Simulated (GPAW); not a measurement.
**SrO: band structure with PBE**

Crystal: SrO.

```
Sr O
1.0
     0.00000    2.56630    2.56630
     2.56630    0.00000    2.56630
     2.56630    2.56630    0.00000
Sr O
1 1
Direct
  0.50000 0.50000 0.50000
  0.00000 0.00000 0.00000
```

| Item | Value |
| --- | --- |
| Program | GPAW 26.7.0 |
| Task | band structure |
| Functional | PBE |
| Potentials or basis | GPAW PAW data sets (gpaw-data 1.2.1) |
| Cutoff | 800 eV |
| Basis | pw |
| k mesh | 7 × 7 × 7 |
| Occupations | fermi-dirac, width 0.05 eV |
| Spin | spin-orbit coupling, no magnetisation |
| Maxiter | 150 |
| Band path | GXWKGLUWLK,UX |
| Band points | 60 |
| spin axis theta (degrees) | 0 |
| spin axis phi (degrees) | 0 |
| Soc after scf | second variation |

```
Pressure                : 3.8 GPa
Band gap on the k mesh  : 3.43 eV, indirect (least direct gap 3.50 eV)
Band gap along the path : 3.34 eV, indirect (least direct gap 3.39 eV)
```

Levels at the corners of the path, in eV from the valence-band top:
```csv
point,band 13,band 14,band 15,band 16,band 17,band 18,band 19,band 20
Γ,0.00,0.00,0.00,0.00,4.04,4.04,6.27,6.27
X,-0.13,-0.13,-0.05,-0.05,3.34,3.34,7.89,7.89
W,-0.47,-0.47,-0.38,-0.38,6.06,6.06,6.06,6.06
K,-0.57,-0.57,-0.45,-0.45,4.83,4.83,7.95,7.95
Γ,0.00,0.00,0.00,0.00,4.04,4.04,6.27,6.27
L,-1.12,-1.12,-1.11,-1.11,6.61,6.61,8.43,8.43
U,-0.57,-0.57,-0.45,-0.45,4.83,4.83,7.95,7.95
W,-0.47,-0.47,-0.38,-0.38,6.06,6.06,6.06,6.06
L,-1.12,-1.12,-1.11,-1.11,6.61,6.61,8.43,8.43
K,-0.57,-0.57,-0.45,-0.45,4.83,4.83,7.95,7.95
U,-0.57,-0.57,-0.45,-0.45,4.83,4.83,7.95,7.95
X,-0.13,-0.13,-0.05,-0.05,3.34,3.34,7.89,7.89
```

Wall time 27 s on 1 thread of Arm Neoverse V2, with other jobs on the host, peak memory 0.26 GiB.

Caveat: spin-orbit coupling was added after a scalar SCF, so levels and gaps hold it while energy, forces, pressure and moments don't; this program's spin-orbit splittings come out too wide for heavy elements; the mesh misses the band edges, which the band path finds closer together. Expect the measured gap to be larger: semilocal functionals such as PBE lack the derivative discontinuity.
